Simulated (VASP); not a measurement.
Here is a VASP 6.6.1 calculation.

INCAR

```
PREC     = Accurate       # precision mode
ENCUT    = 900            # plane-wave cutoff, eV
EDIFF    = 1E-6           # SCF threshold, eV
ISMEAR   = 0              # smearing method
SIGMA    = 0.1            # smearing width, eV
LREAL    = False          # projectors in reciprocal space
LASPH    = True           # aspherical terms in the spheres
NELM     = 100            # most SCF steps
ALGO     = Normal         # electronic algorithm
ISIF     = 2              # what is computed and relaxed
LWAVE    = False          # write WAVECAR
LCHARG   = False          # write CHGCAR
GGA      = PS             # functional
```

The input KPOINTS:

```
regular mesh
0
Gamma
  18 18 10
```

POSCAR

```
Re
1.0
    2.7508900000      0.0000000000      0.0000000000
   -1.3754500000      2.3823400000      0.0000000000
    0.0000000000      0.0000000000      4.4430100000
Re
2
Direct
    0.3333300000      0.6666700000      0.2500000000
    0.6666700000      0.3333300000      0.7500000000
```

Potentials or basis: VASP PAW PBE potentials, release 64 (Re).

Command:

```sh
$ cat potpaw_PBE.64/Re/POTCAR > POTCAR
$ mpirun -np 1 vasp_std > vasp.out
```

Question: What does it give for the pressure?

Answer: 0.0 GPa.

Question: Estimate the band gap on the k mesh.

Answer: None (metal or under the smearing width).

Caveat: the PAW data sets were made with another functional, which shifts forces and pressure a little. The run has no spin-orbit coupling, so splittings on Re are missing.
